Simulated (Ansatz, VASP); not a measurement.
SnO: VASP beside Ansatz

Contents of INCAR:

```
SYSTEM = SnO
PREC     = Accurate       ! precision mode
ENCUT    = 600            ! plane-wave cutoff, eV
EDIFF    = 1E-6           ! SCF threshold, eV
ISMEAR   = 0              ! smearing method
SIGMA    = 0.1            ! smearing width, eV
LREAL    = .False.        ! projectors in reciprocal space
LASPH    = .True.         ! aspherical terms in the spheres
NELM     = 100            ! most SCF steps
ALGO     = Normal         ! electronic algorithm
ISIF     = 3              ! what is computed and relaxed
LWAVE    = .False.        ! write WAVECAR
LCHARG   = .False.        ! write CHGCAR
GGA      = PE             ! functional
IBRION   = 2              ! ionic algorithm
NSW      = 100            ! ionic steps
EDIFFG   = -0.01          ! ionic threshold
```

File KPOINTS:

```
Automatic mesh
0
Gamma
  18 18 8
  0 0 0
```

The input POSCAR:

```
SnO
1.0
    3.4704348908      0.0000000000      0.0000000000
   -1.7352174454      3.0054847776      0.0000000000
    0.0000000000      0.0000000000      6.4398868621
Sn O
2 2
Direct
    0.0000000000      0.0000000000      0.0000000000
    0.0000000000      0.0000000000      0.5000000000
    0.3333333333      0.6666666667      0.7500000000
    0.6666666667      0.3333333333      0.2500000000
```

Input for Ansatz:

```yaml
crystal:
  lattice:
    - [3.4704348908, 0.0, 0.0]
    - [-1.7352174454, 3.0054847776, 0.0]
    - [0.0, 0.0, 6.4398868621]
  atoms:
    - { symbol: Sn, position: [0.0, 0.0, 0.0] }
    - { symbol: Sn, position: [0.0, 0.0, 0.5] }
    - { symbol: O, position: [0.3333333333, 0.6666666667, 0.75] }
    - { symbol: O, position: [0.6666666667, 0.3333333333, 0.25] }
basis:
  ecutwfc: 420
kpoints:
  mp_grid: { grid: [18, 18, 8] }
hamiltonian:
  xc: pbe
scf:
  occupations: { method: gaussian, width: 0.1 }
output:
  forces: true
  stress: true
  eigenvalues: true
relax:
  adjacent_minimum: "off"
  f_tol: 0.01
  max_steps: 80
  cell: { stress_tol: 0.05 }
```

Alike in both runs: task relaxation of cell and atoms; functional PBE; k mesh 18 × 18 × 8; occupations gaussian, width 0.1 eV; no spin polarisation.

|  | VASP | Ansatz |
| --- | --- | --- |
| version | VASP 6.6.1 | Ansatz 0.2.0 |
| potentials or method | VASP PAW PBE potentials, release 64 (Sn_d, O) | scalar-relativistic, plane waves, PAW |
| plane-wave cutoff (eV) | 600 | 420 |
| valence electrons in the cell | 40 | 40 |

|  | VASP | Ansatz | Ansatz less VASP |
| --- | --- | --- | --- |
| gap on the k mesh at the Fermi level, each at its own relaxed structure (eV) | none | none | - |
| relaxed volume (Å³/atom) | 16.76 | 16.77 | +0.008 |
| relaxed cell length with the largest relative difference (Å) | 6.436 | 6.438 | +0.0018 |

A gap of «none» marks a metal or a gap that the smearing closes.
